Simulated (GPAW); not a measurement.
# Cr (P6_3/mmc) in GPAW: notebook

The runs below take Cr through relaxation of cell and atoms, with PBEsol.

Everything below comes from runs of GPAW 26.7.0. Logs are shortened: lines on timing, memory, paths and dates and some standing lists are left out, and cuts for length are marked. The log counts tension as positive stress, the text compression.

### Step 1. The structure

The structure is hexagonal, space group P6_3/mmc (No. 194). The conventional cell has a = 2.714 Å, b = 2.714 Å, c = 4.410 Å, α = 90.00°, β = 90.00°, γ = 120.00°. Around Cr (site symmetry -6m2) lie 12 Cr at 2.71 Å.

This isn't the form of Cr at room conditions, which is bcc.

### Step 2. Relaxation of cell and atoms, PBEsol, collinear spin, ferromagnetic start

Input file run.py:

```python
from ase import Atoms
from ase.filters import FrechetCellFilter
from ase.io import write
from ase.optimize import BFGS
from gpaw import GPAW, PW, setup_paths

setup_paths.insert(0, '.')

atoms = Atoms(['Cr', 'Cr'],
              cell=[[2.714, 0.0, 0.0],
                    [-1.357, 2.3503929459, 0.0],
                    [0.0, 0.0, 4.41]],
              scaled_positions=[[0.6666666667, 0.3333333333, 0.75],
                                [0.3333333333, 0.6666666667, 0.25]],
              pbc=True)
atoms.set_initial_magnetic_moments([3.0, 3.0])

calc = GPAW(mode=PW(600),
            xc='PBEsol',
            kpts={'size': (8, 8, 5), 'gamma': True},
            occupations={'name': 'fermi-dirac', 'width': 0.05},
            nbands=17,
            convergence={'density': 1e-05, 'forces': 0.0001},
            maxiter=150,
            txt='gpaw.txt')
atoms.calc = calc
opt = BFGS(FrechetCellFilter(atoms), trajectory='relax.traj', logfile='-')
done = opt.run(fmax=0.02, steps=60)
calc.write('gs.gpw')
write('result.traj', atoms)
print('Converged:', done)
print('Cell:', atoms.cell.cellpar().round(4))
print('Volume:', round(atoms.get_volume(), 4))
print(atoms.get_scaled_positions().round(5))
```

Potentials or basis: PAW data sets generated in the run's folder for this functional, pw.

Started as:

```sh
gpaw-setup -f PBEsol Cr
OMP_NUM_THREADS=1 python run.py
```

gpaw.txt:

```text
__  _  _
 | _ |_)|_||  |
 |__||  | ||/\| - 26.7.0

Input parameters:
  mode=PW(ecut=600.0),
  convergence={'density': 1e-05, 'forces': 0.0001},
  kpts=MonkhorstPack(size=(8, 8, 5), gamma=True),
  maxiter=150,
  nbands=17,
  occupations=Occupations(name='fermi-dirac', width=0.05),
  xc=XC(name='PBEsol')

Diagonalizing LCAO Hamiltonian
Converting LCAO to pw mode

          Cr

        Cr

Atoms  # Å, Bohr magnetons
|   | symbol |         x |        y |        z |    initial magnetic moments |
|---|--------|-----------|----------|----------|-----------------------------|
| 0 |     Cr |  1.357000 | 0.783464 | 3.307500 | ( 0.0000,  0.0000,  3.0000) |
| 1 |     Cr | -0.000000 | 1.566929 | 1.102500 | ( 0.0000,  0.0000,  3.0000) |
[... 199 lines left out ...]
No gap
No difference between direct/indirect transitions

Stress tensor  # eV/Ang^3
|         x |         y |        z |
|-----------|-----------|----------|
|  0.202680 | -0.000000 | 0.000000 |
| -0.000000 |  0.202680 | 0.000000 |
|  0.000000 |  0.000000 | 0.185752 |

Forces  # eV/Ang
|        x |        y |        z |
|----------|----------|----------|
| -0.00000 | -0.00000 | -0.00000 |  # Cr   0
|  0.00000 | -0.00000 |  0.00000 |  # Cr   1
[... 212 lines left out ...]
No gap
No difference between direct/indirect transitions

Stress tensor  # eV/Ang^3
|         x |         y |        z |
|-----------|-----------|----------|
|  0.180982 | -0.000000 | 0.000000 |
| -0.000000 |  0.180982 | 0.000000 |
|  0.000000 |  0.000000 | 0.134503 |

Forces  # eV/Ang
|        x |        y |        z |
|----------|----------|----------|
| -0.00000 |  0.00000 |  0.00000 |  # Cr   0
|  0.00000 | -0.00000 | -0.00000 |  # Cr   1
[... 7 lines left out ...]
Atoms  # Å, Bohr magnetons
|   | symbol |         x |        y |        z |    initial magnetic moments |
|---|--------|-----------|----------|----------|-----------------------------|
| 0 |     Cr |  1.220223 | 0.704496 | 3.044284 | ( 0.0000,  0.0000,  0.5771) |
| 1 |     Cr | -0.000000 | 1.408992 | 1.014761 | ( 0.0000,  0.0000,  0.5771) |

Unit cell  # Å
| periodic |         x |        y |         z |  lengths |     angles |
|----------|-----------|----------|-----------|----------|------------|
|      yes |  2.440446 | 0.000000 |  0.000000 | 2.440446 |  90.000000 |
|      yes | -1.220223 | 2.113488 | -0.000000 | 2.440446 |  90.000000 |
|      yes | -0.000000 | 0.000000 |  4.059045 | 4.059045 | 120.000000 |

Number of symmetries: 12
Symmetry operations  # r_c * U_cc + t_c -> r_c
|    | kind |            matrix            |
|----|------|------------------------------|
|  0 |  σ   |  1, 1, 0,  0,-1, 0,  0, 0, 1 |
|  1 |  S6  |  1, 1, 0, -1, 0, 0,  0, 0,-1 |
|  2 |  E   |  1, 0, 0,  0, 1, 0,  0, 0, 1 |
|  3 |  C2  |  1, 0, 0, -1,-1, 0,  0, 0,-1 |
|  4 |  C2  |  0, 1, 0,  1, 0, 0,  0, 0,-1 |
|  5 |  C3  |  0, 1, 0, -1,-1, 0,  0, 0, 1 |
|  6 |  S6  |  0,-1, 0,  1, 1, 0,  0, 0,-1 |
|  7 |  σ   |  0,-1, 0, -1, 0, 0,  0, 0, 1 |
|  8 |  σ   | -1, 0, 0,  1, 1, 0,  0, 0, 1 |
[... 420 lines left out ...]
Atoms  # Å, Bohr magnetons
|   | symbol |         x |        y |        z |    initial magnetic moments |
|---|--------|-----------|----------|----------|-----------------------------|
| 0 |     Cr |  1.254377 | 0.724215 | 3.140129 | ( 0.0000,  0.0000, -0.0000) |
| 1 |     Cr | -0.000000 | 1.448430 | 1.046710 | ( 0.0000,  0.0000, -0.0000) |

Unit cell  # Å
| periodic |         x |        y |         z |  lengths |     angles |
|----------|-----------|----------|-----------|----------|------------|
|      yes |  2.508755 | 0.000000 | -0.000000 | 2.508755 |  90.000000 |
|      yes | -1.254377 | 2.172645 |  0.000000 | 2.508755 |  90.000000 |
|      yes | -0.000000 | 0.000000 |  4.186839 | 4.186839 | 120.000000 |

Number of symmetries: 12
Symmetry operations  # r_c * U_cc + t_c -> r_c
|    | kind |            matrix            |
|----|------|------------------------------|
|  0 |  σ   |  1, 1, 0,  0,-1, 0,  0, 0, 1 |
|  1 |  S6  |  1, 1, 0, -1, 0, 0,  0, 0,-1 |
|  2 |  E   |  1, 0, 0,  0, 1, 0,  0, 0, 1 |
|  3 |  C2  |  1, 0, 0, -1,-1, 0,  0, 0,-1 |
|  4 |  C2  |  0, 1, 0,  1, 0, 0,  0, 0,-1 |
|  5 |  C3  |  0, 1, 0, -1,-1, 0,  0, 0, 1 |
|  6 |  S6  |  0,-1, 0,  1, 1, 0,  0, 0,-1 |
|  7 |  σ   |  0,-1, 0, -1, 0, 0,  0, 0, 1 |
|  8 |  σ   | -1, 0, 0,  1, 1, 0,  0, 0, 1 |
[... 194 lines left out ...]
Atoms  # Å, Bohr magnetons
|   | symbol |         x |        y |        z |    initial magnetic moments |
|---|--------|-----------|----------|----------|-----------------------------|
| 0 |     Cr |  1.238603 | 0.715108 | 3.166662 | ( 0.0000,  0.0000, -0.0000) |
| 1 |     Cr | -0.000000 | 1.430215 | 1.055554 | ( 0.0000,  0.0000, -0.0000) |

Unit cell  # Å
| periodic |         x |         y |        z |  lengths |     angles |
|----------|-----------|-----------|----------|----------|------------|
|      yes |  2.477205 | -0.000000 | 0.000000 | 2.477205 |  90.000000 |
|      yes | -1.238603 |  2.145323 | 0.000000 | 2.477205 |  90.000000 |
|      yes | -0.000000 |  0.000000 | 4.222217 | 4.222217 | 120.000000 |

Number of symmetries: 12
Symmetry operations  # r_c * U_cc + t_c -> r_c
|    | kind |            matrix            |
|----|------|------------------------------|
|  0 |  σ   |  1, 1, 0,  0,-1, 0,  0, 0, 1 |
|  1 |  S6  |  1, 1, 0, -1, 0, 0,  0, 0,-1 |
|  2 |  E   |  1, 0, 0,  0, 1, 0,  0, 0, 1 |
|  3 |  C2  |  1, 0, 0, -1,-1, 0,  0, 0,-1 |
|  4 |  C2  |  0, 1, 0,  1, 0, 0,  0, 0,-1 |
|  5 |  C3  |  0, 1, 0, -1,-1, 0,  0, 0, 1 |
|  6 |  S6  |  0,-1, 0,  1, 1, 0,  0, 0,-1 |
|  7 |  σ   |  0,-1, 0, -1, 0, 0,  0, 0, 1 |
|  8 |  σ   | -1, 0, 0,  1, 1, 0,  0, 0, 1 |
[... 113 lines left out ...]
SCF iterations
|iter     | |      energy | eigst |  dens |force |  magmom |
|---------|-|-------------|-------|-------|------|---------|
|iter:   1| |  -19.336373 | -0.34 |       |      |  -0.0000|
|iter:   2| |  -19.333274 | -3.09 | -1.65 |      |  -0.0000|
|iter:   3| |  -19.319380 | -2.46 | -1.69 |      |  -0.0000|
|iter:   4| |  -19.319023 | -3.66 | -2.30 |      |  +0.0000|
|iter:   5| |  -19.319109c| -4.51 | -2.67 |      |  +0.0000|
|iter:   6| |  -19.319148c| -5.24 | -3.16 |      |  +0.0000|
|iter:   7| |  -19.319146c| -6.58 | -4.04 |      |  +0.0000|
|iter:   8| |  -19.319146c| -7.12 | -4.37 |      |  +0.0000|
|iter:   9| |  -19.319146c| -7.81c| -5.42c|      |  +0.0000|
|iter:  10| |  -19.319146c| -8.19c| -5.61c|-3.56 |  +0.0000|
|iter:  11| |  -19.319146c| -8.76c| -6.00c|-6.10c|  +0.0000|

Converged in 11 steps
Energy contributions relative to reference atoms: (reference = -57106.248222)

Energy contributions:
  Kinetic:         -22.491392
  Coulomb:          12.466875
  Zero:              0.437183
  External:          0.000000
  Xc:               -9.714953
  Entropy:          -0.033718
  Spinorbit:         0.000000
  ----------------------------
  Free energy:     -19.336004
  Extrapolated:    -19.319146
[... 256 lines left out ...]
Stress tensor  # eV/Ang^3
|         x |         y |         z |
|-----------|-----------|-----------|
| -0.034250 | -0.000000 |  0.000000 |
|  0.000000 | -0.034250 |  0.000000 |
| -0.000000 |  0.000000 | -0.060177 |

Forces  # eV/Ang
|       x |        y |        z |
|---------|----------|----------|
| 0.00000 |  0.00000 |  0.00001 |  # Cr   0
| 0.00000 | -0.00000 | -0.00001 |  # Cr   1

Interpolating wave functions to new cell

          Cr
[... 226 lines left out ...]
Atoms  # Å, Bohr magnetons
|   | symbol |         x |        y |        z |    initial magnetic moments |
|---|--------|-----------|----------|----------|-----------------------------|
| 0 |     Cr |  1.227026 | 0.708424 | 3.289839 | ( 0.0000,  0.0000, -0.0000) |
| 1 |     Cr | -0.000000 | 1.416848 | 1.096614 | ( 0.0000,  0.0000, -0.0000) |

Unit cell  # Å
| periodic |         x |         y |        z |  lengths |     angles |
|----------|-----------|-----------|----------|----------|------------|
|      yes |  2.454052 | -0.000000 | 0.000000 | 2.454052 |  90.000000 |
|      yes | -1.227026 |  2.125272 | 0.000000 | 2.454052 |  90.000000 |
|      yes | -0.000000 |  0.000000 | 4.386453 | 4.386453 | 120.000000 |

Number of symmetries: 12
Symmetry operations  # r_c * U_cc + t_c -> r_c
|    | kind |            matrix            |
|----|------|------------------------------|
|  0 |  σ   |  1, 1, 0,  0,-1, 0,  0, 0, 1 |
|  1 |  S6  |  1, 1, 0, -1, 0, 0,  0, 0,-1 |
|  2 |  E   |  1, 0, 0,  0, 1, 0,  0, 0, 1 |
|  3 |  C2  |  1, 0, 0, -1,-1, 0,  0, 0,-1 |
|  4 |  C2  |  0, 1, 0,  1, 0, 0,  0, 0,-1 |
|  5 |  C3  |  0, 1, 0, -1,-1, 0,  0, 0, 1 |
|  6 |  S6  |  0,-1, 0,  1, 1, 0,  0, 0,-1 |
|  7 |  σ   |  0,-1, 0, -1, 0, 0,  0, 0, 1 |
|  8 |  σ   | -1, 0, 0,  1, 1, 0,  0, 0, 1 |
[... 174 lines left out ...]
No gap
No difference between direct/indirect transitions

Stress tensor  # eV/Ang^3
|        x |         y |         z |
|----------|-----------|-----------|
| 0.003001 |  0.000000 |  0.000000 |
| 0.000000 |  0.003001 | -0.000000 |
| 0.000000 | -0.000000 | -0.000432 |

Forces  # eV/Ang
|        x |        y |        z |
|----------|----------|----------|
| -0.00000 | -0.00000 |  0.00003 |  # Cr   0
| -0.00000 |  0.00000 | -0.00003 |  # Cr   1
[... 215 lines left out ...]
Forces  # eV/Ang
|        x |       y |        z |
|----------|---------|----------|
|  0.00000 | 0.00000 | -0.00003 |  # Cr   0
| -0.00000 | 0.00000 |  0.00003 |  # Cr   1

# Writing to gs.gpw (mode='')
```

It took 2.9 min on 1 thread of Arm Neoverse V2, shared host; peak memory 0.32 GiB.

What came out:

| Item | Value |
| --- | --- |
| Free energy | -19.3723 eV |
| Relaxed volume | 11.43 Å³/atom |
| Relaxed cell | a = 2.452 Å, b = 2.452 Å, c = 4.390 Å, α = 90.00°, β = 90.00°, γ = 120.00° |
| Space group after relaxing (to 0.05 Å) | P6_3/mmc (No. 194) |
| Energy gained by relaxing | 358.8 meV/atom |
| Ionic steps | 10 |
| Pressure after relaxing | 0.0 GPa |
| Band gap on the k mesh | none (metal or under the smearing width) |
| Net moment | 0.00 μB per cell |

Step by step:
| step | energy change (eV) | largest force (eV/Å) | pressure (GPa) | volume (Å³) |
| --- | --- | --- | --- | --- |
| 1 | 0.0000 | 0.0000 | -31.57 | 28.13 |
| 2 | -0.2856 | 0.0000 | -26.51 | 26.51 |
| 3 | -0.5064 | 0.0000 | 26.35 | 20.94 |
| 4 | -0.6477 | 0.0000 | -3.61 | 23.15 |
| 5 | -0.6593 | 0.0000 | -0.06 | 22.82 |
| 6 | -0.6788 | 0.0000 | 4.37 | 22.44 |
| 7 | -0.6996 | 0.0000 | 6.87 | 22.26 |
| 8 | -0.7120 | 0.0000 | 4.10 | 22.50 |
| 9 | -0.7175 | 0.0000 | -0.30 | 22.88 |
| 10 | -0.7175 | 0.0000 | 0.00 | 22.85 |

Final structure:
```
Cr
1.0
     2.45173    0.00000    0.00000
    -1.22586    2.12326    0.00000
     0.00000    0.00000    4.39036
Cr
2
Cartesian
  1.2259 0.7078 3.2928
  0.0000 1.4155 1.0976
```

Levels at points of the mesh, in eV from the Fermi level:
Spin up:
| k point | band 3 | band 4 | band 5 | band 6 | band 7 | band 8 | band 9 | band 10 |
| --- | --- | --- | --- | --- | --- | --- | --- | --- |
| (0.00, 0.00, 0.00) | -1.31 | -0.41 | -0.41 | -0.24 | -0.07 | -0.07 | 1.05 | 1.05 |
| (0.50, 0.50, 0.00) | -3.60 | -1.05 | -0.59 | -0.33 | -0.24 | 2.33 | 2.94 | 3.07 |
Spin down:
```csv
k point,band 4,band 5,band 6,band 7,band 8,band 9
"(0.00, 0.00, 0.00)",-0.41,-0.41,-0.24,-0.07,-0.07,1.05
"(0.50, 0.50, 0.00)",-1.05,-0.59,-0.33,-0.24,2.33,2.94
```

Caveat: each step starts from the last one's moments, so a moment once lost doesn't come back; the starting moments collapsed, and a magnetic state may lie lower; later steps reuse the first step's grids; the volume moved by over 15 % at a fixed basis, so the end points are rough.

(Continued in part 2 of 2.)
